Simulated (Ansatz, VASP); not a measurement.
**SnTe2 in two plane-wave programs**

Wanted: the spread between two codes on one cell, functional and k mesh. The cell is generated by rule, not measured, and may not be a known phase. The cell is taken from a series of runs on this material, whose earlier steps may have relaxed, scaled, displaced or heated it; both programs get it as it stands.

Main program and level: Ansatz 0.2.0; plane waves, with VASP 6.6.1 beside it; PBE.

The structure was built from a prototype and need not be the compound's stable phase.

### Step 1. Set-up

Symmetry: P4_32_12, No. 96, tetragonal system. The conventional cell has a = 7.058 Å, b = 7.058 Å, c = 8.848 Å, α = 90.00°, β = 90.00°, γ = 90.00°. Sn has 6 Te at 2.95 to 3.02 Å nearest. Nearest to Te lie 3 Sn at 2.95 to 3.02 Å. Farther neighbours and most contacts between anions are not listed.

### Step 2. VASP: single point, PBE, pair 1

With cell and atoms fixed, the geometry can't cause a difference; cores, projectors, grids and the points listed under the comparison can.

Lines of VASP's logs that name or quote its potential files are left out, and so is its time.

Contents of INCAR:

```
SYSTEM = SnTe2
PREC = Accurate
ENCUT = 500
EDIFF = 1E-06
NELM = 120
ISMEAR = 1
SIGMA = 0.2
LREAL = .FALSE.
ALGO = Normal
GGA = PE
NBANDS = 64
LORBIT = 11
LWAVE = .FALSE.
LCHARG = .FALSE.
ISIF = 2
LASPH = .TRUE.
GGA_COMPAT = .FALSE.
KPAR = 2
```

Contents of POSCAR:

```
SnTe2
1.0
    7.0577214653      0.0000000000      0.0000000000
    0.0000000000      7.0577214653      0.0000000000
    0.0000000000      0.0000000000      8.8481204969
Sn Te
4 8
Direct
    0.9939182957      0.0060817043      0.0000000000
    0.0060817043      0.9939182957      0.5000000000
    0.5060817043      0.5060817043      0.2500000000
    0.4939182957      0.4939182957      0.7500000000
    0.3156934988      0.2884451203      0.0037622551
    0.2884451203      0.3156934988      0.4962377449
    0.7115548797      0.6843065012      0.9962377449
    0.6843065012      0.7115548797      0.5037622551
    0.7884451203      0.1843065012      0.2537622551
    0.8156934988      0.2115548797      0.7462377449
    0.1843065012      0.7884451203      0.2462377449
    0.2115548797      0.8156934988      0.7537622551
```

Contents of KPOINTS:

```
Automatic mesh
0
Gamma
6 6 4
0 0 0
```

The projector-augmented-wave data sets are Sn_d and Te (PBE family, release 64).

Run with:

```bash
mpirun -np 2 vasp_std
```

Numbers of over 12 decimals in the logs are rounded to 6 here.

What it wrote:

```text
[banner, memory and clock lines left out]
running    2 mpi-ranks, on    1 nodes
 distrk:  each k-point on    1 cores,    2 groups
 distr:  one band on    1 cores,    1 groups

 POSCAR found type information on POSCAR SnTe
 POSCAR found :  2 types and      12 ions
 LDA part: xc-table for (Slater+PW92), standard interpolation
 POSCAR, INCAR and KPOINTS ok, starting setup
 FFT: planning ... GRIDC
 FFT: planning ... GRID_SOFT
 FFT: planning ... GRID
 WAVECAR not read
 entering main loop
       N       E                     dE             d eps       ncg     rms          rms(c)
DAV:   1     0.952452541620E+03    0.95245E+03   -0.42520E+04  3840   0.162E+03
DAV:   2     0.113201367532E+03   -0.83925E+03   -0.81571E+03  4040   0.404E+02
DAV:   3    -0.297462219018E+02   -0.14295E+03   -0.13875E+03  4480   0.171E+02
DAV:   4    -0.396614684688E+02   -0.99152E+01   -0.97100E+01  4496   0.451E+01
DAV:   5    -0.400646487937E+02   -0.40318E+00   -0.40186E+00  5448   0.935E+00    0.109E+01
DAV:   6    -0.396125471654E+02    0.45210E+00   -0.10609E+00  4856   0.570E+00    0.772E+00
DAV:   7    -0.396117584594E+02    0.78871E-03   -0.43777E-01  4744   0.234E+00    0.105E+00
DAV:   8    -0.395993945139E+02    0.12364E-01   -0.75161E-02  4768   0.146E+00    0.601E-01
DAV:   9    -0.396007912865E+02   -0.13968E-02   -0.62009E-03  4864   0.327E-01    0.864E-02
DAV:  10    -0.396008333657E+02   -0.42079E-04   -0.59845E-04  5072   0.124E-01    0.494E-02
DAV:  11    -0.396009012956E+02   -0.67930E-04   -0.11134E-04  4528   0.362E-02    0.130E-02
DAV:  12    -0.396009094243E+02   -0.81286E-05   -0.20188E-05  4656   0.223E-02    0.692E-03
DAV:  13    -0.396009088178E+02    0.60643E-06   -0.17206E-06  2856   0.683E-03
   1 F= -.39600909E+02 E0= -.39606039E+02  d E =0.153905E-01
```

Parts of OUTCAR (step 2):

```text
ion  position               nearest neighbor table
   1  0.994  0.006  0.000-   9 2.95  10 2.95  11 2.99  12 2.99   5 3.02   7 3.02
   2  0.006  0.994  0.500-  11 2.95  12 2.95   9 2.99  10 2.99   6 3.02   8 3.02
   3  0.506  0.506  0.250-   7 2.95   8 2.95   5 2.99   6 2.99   9 3.02  11 3.02
   4  0.494  0.494  0.750-   5 2.95   6 2.95   7 2.99   8 2.99  10 3.02  12 3.02
   5  0.316  0.288  0.004-   4 2.95   3 2.99   1 3.02
   6  0.288  0.316  0.496-   4 2.95   3 2.99   2 3.02
   7  0.712  0.684  0.996-   3 2.95   4 2.99   1 3.02
   8  0.684  0.712  0.504-   3 2.95   4 2.99   2 3.02
   9  0.788  0.184  0.254-   1 2.95   2 2.99   3 3.02
  10  0.816  0.212  0.746-   1 2.95   2 2.99   4 3.02
  11  0.184  0.788  0.246-   2 2.95   1 2.99   3 3.02
  12  0.212  0.816  0.754-   2 2.95   1 2.99   4 3.02

  LATTYP: Found a simple tetragonal cell.
 ALAT       =     7.0577214653
 C/A-ratio  =     1.2536794687

 Subroutine GETGRP returns: Found  8 space group operations
 (whereof  2 operations were pure point group operations)

The static configuration has the point symmetry C_2 .
 The point group associated with its full space group is D_4 .

 Found     30 irreducible k-points:

   k-points           NKPTS =     30   k-points in BZ     NKDIM =     30   number of bands    NBANDS=     64

   dimension x,y,z NGX =    54 NGY =   54 NGZ =   70
   dimension x,y,z NGXF=   108 NGYF=  108 NGZF=  140

   ENCUT  =  500.0 eV  36.75 Ry    6.06 a.u.  12.87 12.87 16.13*2*pi/ulx,y,z

   NELECT =     104.0000    total number of electrons

 k-points in reciprocal lattice and weights: Automatic mesh
   0.00000000  0.00000000  0.00000000       0.007
   0.16666667  0.00000000  0.00000000       0.028
   0.33333333  0.00000000  0.00000000       0.028
   0.50000000  0.00000000  0.00000000       0.014
   0.16666667  0.16666667  0.00000000       0.028
   0.33333333  0.16666667  0.00000000       0.056
   0.50000000  0.16666667  0.00000000       0.028
   0.33333333  0.33333333  0.00000000       0.028
   0.50000000  0.33333333  0.00000000       0.028
[...]
0.50000000  0.33333333  0.50000000       0.028
   0.50000000  0.50000000  0.50000000       0.007

 average (electrostatic) potential at core
       1-102.8683       2-102.8683       3-102.8683       4-102.8683       5 -89.6371
       6 -89.6371       7 -89.6371       8 -89.6371       9 -89.6371      10 -89.6371
      11 -89.6371      12 -89.6371

 E-fermi :   4.3966

 k-point     1 :       0.0000    0.0000    0.0000
  band No.  band energies     occupation
    ...
     48       3.4124      2.00000
     49       3.7716      2.00009
     50       3.7716      2.00009
     51       4.2322      1.99094
     52       4.2322      1.99094
     53       4.7887     -0.01814
     54       4.7887     -0.01814
     55       4.9812     -0.00029
     56       5.0427     -0.00005
     57       6.2923     -0.00000
    ...

 k-point     2 :       0.1667    0.0000    0.0000
  band No.  band energies     occupation
    ...
     48       3.3709      2.00000
     49       3.7984      2.00020
     50       3.8445      2.00067
     51       4.1771      2.06501
     52       4.2972      1.73712
     53       4.7942     -0.01662
     54       4.9310     -0.00104
     55       4.9353     -0.00093
     56       4.9944     -0.00020
     57       6.3498     -0.00000
    ...

 k-point     3 :       0.3333    0.0000    0.0000
  band No.  band energies     occupation
    ...
     48       3.6622      2.00000
     49       3.8443      2.00067
     50       3.9072      2.00292
     51       3.9661      2.00947
     52       4.3135      1.64043
     53       4.6216     -0.06740
     54       4.7939     -0.01669
     55       5.1896     -0.00000
     56       5.1975     -0.00000
     57       6.5670     -0.00000
    ...

  Total       -0.3102129     -0.3102129     -0.6430540      0.0000000      0.0000000      0.0000000
  in kB       -1.1276918     -1.1276918     -2.3376419      0.0000000      0.0000000      0.0000000
  external PRESSURE =      -1.5310085 kB  Pullay stress =       0.0000000 kB

  energy-cutoff  :      500.00
  volume of cell :      440.74
      direct lattice vectors                 reciprocal lattice vectors
     7.057721465  0.000000000  0.000000000     0.141688788  0.000000000  0.000000000
     0.000000000  7.057721465  0.000000000     0.000000000  0.141688788  0.000000000
     0.000000000  0.000000000  8.848120497     0.000000000  0.000000000  0.113018352

 POSITION                                       TOTAL-FORCE (eV/Angst)
 -----------------------------------------------------------------------------------
      7.01480      0.04292      0.00000        -0.047509      0.047509      0.000000
      0.04292      7.01480      4.42406         0.047509     -0.047509      0.000000
      3.57178      3.57178      2.21203         0.047509      0.047509      0.000000
      3.48594      3.48594      6.63609        -0.047509     -0.047509      0.000000
      2.22808      2.03577      0.03329         0.112923     -0.132689      0.045403
      2.03577      2.22808      4.39077        -0.132689      0.112923     -0.045403
      5.02196      4.82964      8.81483         0.132689     -0.112923     -0.045403
      4.82964      5.02196      4.45735        -0.112923      0.132689      0.045403
      5.56463      1.30078      2.24532        -0.132689     -0.112923      0.045403
      5.75694      1.49310      6.60280         0.112923      0.132689     -0.045403
      1.30078      5.56463      2.17874        -0.112923     -0.132689     -0.045403
      1.49310      5.75694      6.66938         0.132689      0.112923      0.045403
 -----------------------------------------------------------------------------------
    total drift:                                0.000000     -0.000000      0.000000

  FREE ENERGIE OF THE ION-ELECTRON SYSTEM (eV)
  ---------------------------------------------------
  free  energy   TOTEN  =       -39.6009088178 eV

  energy  without entropy=      -39.6162993100  energy(sigma->0) =      -39.60603898

 total charge
# of ion       s       p       d       tot
------------------------------------------
    1        1.178   0.910  10.025  12.114
    2        1.178   0.910  10.025  12.114
    3        1.178   0.910  10.025  12.114
    4        1.178   0.910  10.025  12.114
    5        1.395   1.923   0.021   3.340
    6        1.395   1.923   0.021   3.340
    7        1.395   1.923   0.021   3.340
    8        1.395   1.923   0.021   3.340
    9        1.395   1.923   0.021   3.340
   10        1.395   1.923   0.021   3.340
   11        1.395   1.923   0.021   3.340
   12        1.395   1.923   0.021   3.340
--------------------------------------------------
tot         15.877  19.028  40.266  75.171

[... 3 further parts left out ...]
```

The run ends at a pressure of -0.15 GPa, with forces up to 0.18 eV/Å.

### Step 3. Ansatz: single point, PBE, pair 1

Ansatz runs on its default PAW (the set named soft_2) files.

The same cell, functional, mesh and smearing now go to Ansatz, which takes its cutoff from its data sets.

Contents of input.yaml:

```yaml
crystal:
  lattice:
    - [7.0577214653, 0.0, 0.0]
    - [0.0, 7.0577214653, 0.0]
    - [0.0, 0.0, 8.8481204969]
  atoms:
    - { symbol: Sn, position: [-0.0060817043, 0.0060817043, 0.0] }
    - { symbol: Sn, position: [0.0060817043, -0.0060817043, 0.5] }
    - { symbol: Sn, position: [0.5060817043, 0.5060817043, 0.25] }
    - { symbol: Sn, position: [0.4939182957, 0.4939182957, 0.75] }
    - { symbol: Te, position: [0.3156934988, 0.2884451203, 0.0037622551] }
    - { symbol: Te, position: [0.2884451203, 0.3156934988, 0.4962377449] }
    - { symbol: Te, position: [0.7115548797, 0.6843065012, -0.0037622551] }
    - { symbol: Te, position: [0.6843065012, 0.7115548797, 0.5037622551] }
    - { symbol: Te, position: [0.7884451203, 0.1843065012, 0.2537622551] }
    - { symbol: Te, position: [0.8156934988, 0.2115548797, 0.7462377449] }
    - { symbol: Te, position: [0.1843065012, 0.7884451203, 0.2462377449] }
    - { symbol: Te, position: [0.2115548797, 0.8156934988, 0.7537622551] }
kpoints:
  mp_grid: { grid: [6, 6, 4] }
hamiltonian:
  xc: pbe
scf:
  occupations: { method: methfessel_paxton, width: 0.2 }
output:
  forces: true
  stress: true
  eigenvalues: true
```

Run with:

```bash
ansatz run input.yaml --threads 4 --pin off --max-ram 14336MiB --backend cpu --events-out ev --progress --plain --runs-dir out
```

What it wrote:

```text
Engine: ansatz 0.2.0, aarch64-unknown-linux-gnu
Pseudopotentials: kind: paw
Pseudopotential: Sn, paw, valence charge 14, recommended cutoff 420 eV (normal), Sn.paw.azcp
Pseudopotential: Te, paw, valence charge 16, recommended cutoff 420 eV (normal), Te.paw.azcp
Functional definition: PBE
  parameter kappa = 0.804
  parameter beta = 0.066725
  exchange = pbe_x(kappa = kappa, mu = beta*pi^2/3)
  correlation = pbe_c(beta = beta)
Crystal: 12 atoms, lattice volume = 440.738 Å³
Basis set: ecut = 420 eV, 8609 PW (Γ), exchange–correlation on 96×96×120 points (8 copies of the dense FFT grid, shifted against one another)
Bands: 111, of which v1, the nominal top of the filled ones, is band 92 counted from 1 (91 counted from 0)
Symmetry: 8 space group operations
Space group: P43212 (ITA 96), of the structure as read, at distance tolerance 7.6e-5 Å
k-points: 30 of 144 (time reversal used)
Non-local potential: Sn, projectors of the file, l = 0: 2, l = 1: 2, l = 2: 2, l = 3: 2
Non-local potential: Te, projectors of the file, l = 0: 2, l = 1: 2, l = 2: 2, l = 3: 2
PAW form: soft (Blöchl's): semilocal exchange-correlation on the pseudo side does not see the compensation charge
PAW one-centre angular grid: Sn, 590 points (default); XC on 64 Gauss nodes
PAW one-centre angular grid: Te, 590 points (default); XC on 64 Gauss nodes
Initial density: superposition of atomic densities (neutral atoms: chi_scale 0, normalization atom), corrected by the library's trained network
Initial wavefunctions: pseudopotential atomic-orbital guess
Functional: x = pbe(κ = 0.804, μ = 0.219515), c = pbe(β = 0.066725)
SCF iter   1: F=—  HF=-79935.585281 eV  |F-HF|=—  |Δ(HF+E_count)|=         —  Δρ=1.90e-3  dr2=1.55e-2  ethr=1.77e-3  ⟨swp⟩=7.3  Hψ=13189  notcnv=0
preconditioner: auto → LDOS  [metal: Δε(μ)=0.021 eV  Ē_g=8.108 eV  σ=0.200 eV  W_gap=0.09  n_scr=98 (ndim 8)  ℏωp=14.2 eV  f_vac=0.080  D(μ)=7.73/eV (n_scr^D=40)  β→1.0]
SCF iter   2: F=—  HF=-79935.581900 eV  |F-HF|=—  |Δ(HF+E_count)|=   3.38e-3  S|Δr|=    0.00e0  Δρ=7.92e-4  dr2=2.43e-3  ethr=8.43e-6  ⟨swp⟩=2.1  Hψ=6619  notcnv=0
SCF iter   3: F=—  HF=-79935.580918 eV  |F-HF|=—  |Δ(HF+E_count)|=   9.81e-4  S|Δr|=    0.00e0  Δρ=3.05e-4  dr2=3.76e-4  ethr=1.32e-6  ⟨swp⟩=2.0  Hψ=5803  notcnv=0
SCF iter   4: F=—  HF=-79935.580786 eV  |F-HF|=—  |Δ(HF+E_count)|=   1.32e-4  S|Δr|=    0.00e0  Δρ=6.13e-5  dr2=1.30e-5  ethr=2.04e-7  ⟨swp⟩=2.0  Hψ=5799  notcnv=0
SCF iter   5: F=—  HF=-79935.580710 eV  |F-HF|=—  |Δ(HF+E_count)|=   7.60e-5  S|Δr|=    0.00e0  Δρ=1.97e-5  dr2=1.90e-6  ethr=7.07e-9  ⟨swp⟩=2.0  Hψ=5874  notcnv=0
SCF iter   6: F=—  HF=-79935.580711 eV  |F-HF|=—  |Δ(HF+E_count)|=   6.72e-7  S|Δr|=    0.00e0  Δρ=5.77e-6  dr2=1.43e-7  ethr=1.03e-9  ⟨swp⟩=2.0  Hψ=5417  notcnv=0
SCF iter   7: F=-79935.580711 eV  HF=-79935.580711 eV  |F-HF|=8.64e-9  |Δ(HF+E_count)|=   7.96e-8  S|Δr|=    0.00e0  Δρ=1.86e-6  dr2=1.93e-8  ethr=5.43e-11  ⟨swp⟩=11.7  Hψ=16382  notcnv=0
SCF 1 converged in 7 iterations: F = -79935.580711 eV  dr2 = 1.93e-8
  greatest PAW one-centre occupation: 0.998 electrons in one spin orbital (limit 2), on the Te atom at site 6 (counted from 0), in its partial waves of l = 2
SCF converged after 7 iterations
Stability not checked: this state was not tested for a lower state beside it, because cold or Methfessel-Paxton smearing, or corrected tetrahedra, fill the levels in a way that the test cannot read (fill_not_monotonic; see scf.lower_state_search)
Free energy (F): -79935.580711 eV
Harris-Foulkes:  -79935.580711 eV  (|F-HF|=8.64e-9)
Internal energy: -79935.596278 eV  (E = F + TS)
E sigma→0 (E₀):  -79935.584603 eV
Entropy (-TS):   0.015567 eV (1.297 meV/atom)
Fermi energy:    6.811144 eV
Step filling:    the computed levels leave a gap of 0.0000 eV = 0.0 smearing widths at the electron count; against every level under it full and every level over it empty, smearing changes F+E_penalty+E_count by +10.268 meV and its σ→0 estimate by +6.376 meV
--- Per-component energies (eV) ---
  E_band       = -2817.079021
  E_kinetic    = 2182.388441
  E_local      = -16219.556267  (includes V_loc(G=0)·N_el)
  E_nonlocal   = -2609.053533
  E_hartree    = 9753.550462
  E_xc         = -2515.935144
  E_vxc        = -1206.048187  (∫ρ·V_xc dr)
  E_paw        = -53850.998675  (= ΣΔE_a)
  E_vpaw       = -4471.908487  (= ΣTr[D̂ρ^β])
  E_aug_tail   = -0.001545  (compensation charges beyond the density's cutoff)
  E_ewald      = -16675.990017
  E_smearing   = 0.015567  (= −TS)
  E_closure    = 0.000000  (closes the sum)
  Σ components = -79935.580711   (vs F -79935.580711, Δ=0.00e0)
--- Forces (eV/Å), atoms counted from 1 ---
  atom   1  Sn    -0.04975503     0.04975503    -0.00000000
  atom   2  Sn     0.04975503    -0.04975503    -0.00000000
  atom   3  Sn     0.04975503     0.04975503     0.00000000
  atom   4  Sn    -0.04975503    -0.04975503     0.00000000
  atom   5  Te     0.11623185    -0.13225555     0.04493171
  atom   6  Te    -0.13225555     0.11623185    -0.04493171
  atom   7  Te     0.13225555    -0.11623185    -0.04493171
  atom   8  Te    -0.11623185     0.13225555     0.04493171
  atom   9  Te    -0.13225555    -0.11623185     0.04493171
  atom  10  Te     0.11623185     0.13225555    -0.04493171
  atom  11  Te    -0.11623185    -0.13225555    -0.04493171
  atom  12  Te     0.13225555     0.11623185     0.04493171
  max |Σ_I F_I| component: 5.55e-17 eV/Å
--- Stress (GPa, compression-positive) ---
       -0.089920       0.000000       0.000000
        0.000000      -0.089920       0.000000
        0.000000       0.000000      -0.227081
  P = ⅓ Tr σ = -0.1356 GPa (-1.356 kbar)
--- Band table (eV; the first three rows and the last of 30) ---
  k-point 0: bands = [... 88 lower, 6.1847, 6.1847, 6.6460, 6.6460, 7.2035, 7.2035, 7.3967, 7.4582, ... 15 higher]
  k-point 1: bands = [... 88 lower, 6.2381, 6.5193, 6.6182, 6.7605, 7.0633, 7.2492, 7.7491, 7.9369, ... 15 higher]
  k-point 2: bands = [... 88 lower, 6.5054, 6.5054, 6.8311, 6.8311, 6.9723, 6.9723, 8.3042, 8.3042, ... 15 higher]
  k-point 29: bands = [... 88 lower, 6.5289, 6.5289, 6.5289, 6.5289, 7.4123, 7.4123, 7.4123, 7.4123, ... 15 higher]
```

The run ends at a pressure of -0.14 GPa, with forces up to 0.18 eV/Å.

### Step 4. Side by side

Known differences besides the potentials themselves: the data sets hold 184 valence electrons in Ansatz (on its default PAW (the set named soft_2) files) and 104 in VASP; the cutoff is 420 eV in Ansatz and 500 eV in VASP. Total energies have different zeros and are not compared.

Compared:

| quantity | Ansatz | VASP | difference |
| --- | --- | --- | --- |
| pressure (GPa) | -0.14 | -0.15 | +0.02 |

Forces on 7 of the 12 atoms, those with the largest forces and the largest differences (eV/Å; atoms numbered as in POSCAR):

| atom | Ansatz x, y, z | VASP x, y, z |
| --- | --- | --- |
| Te5 | 0.116, -0.132, 0.045 | 0.113, -0.133, 0.045 |
| Te6 | -0.132, 0.116, -0.045 | -0.133, 0.113, -0.045 |
| Te7 | 0.132, -0.116, -0.045 | 0.133, -0.113, -0.045 |
| Te8 | -0.116, 0.132, 0.045 | -0.113, 0.133, 0.045 |
| Te10 | 0.116, 0.132, -0.045 | 0.113, 0.133, -0.045 |
| Te11 | -0.116, -0.132, -0.045 | -0.113, -0.133, -0.045 |
| Te12 | 0.132, 0.116, 0.045 | 0.133, 0.113, 0.045 |

The forces differ by 1.9 meV/Å r.m.s., which is 2.2 % of the r.m.s. force of 0.088 eV/Å (both taken over all components).

[end of part 1 of 2]

[Lines on the potential files, build, host, timing and source positions are cut from VASP's logs without a mark.]

[Logs are printed without paths, hosts, clocks, repeated set-up lines and the standing remarks that a program may print on its own settings, such as how far it seeks lower states.]

[Hosts, paths, dates, database ids (printed as entryN), source tags and the programs' standing remarks are cut or masked in the printed files.]
